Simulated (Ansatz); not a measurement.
CdSe:

```
Cd Se
1.0
     0.00000    3.07027    3.07027
     3.07027    0.00000    3.07027
     3.07027    3.07027    0.00000
Cd Se
1 1
Direct
  0.00000 0.00000 0.00000
  0.25000 0.25000 0.25000
```

Measurements of this composition are mostly on another form, of space group No. 186.

Base run:

* Program: Ansatz 0.2.0
* Functional: RPBE
* Potentials or basis: all-electron LAPW, scalar-relativistic
* Cutoff: 266 eV (chosen from the basis error)
* Basis error allowed: 0.001 eV/atom
* k mesh: 8 × 8 × 8
* Occupations: gaussian, width 0.05 eV
* Spin: no spin polarisation

Its results: band gap on the k mesh 0.73 eV, direct; pressure 3.2 GPa.

The run is repeated on the same cell with these changes: functional from RPBE to BLYP; occupations from gaussian, width 0.05 eV to fermi-dirac, width 0.05 eV. What comes out?

Band gap on the k mesh 0.47 eV, direct; pressure 4.0 GPa.
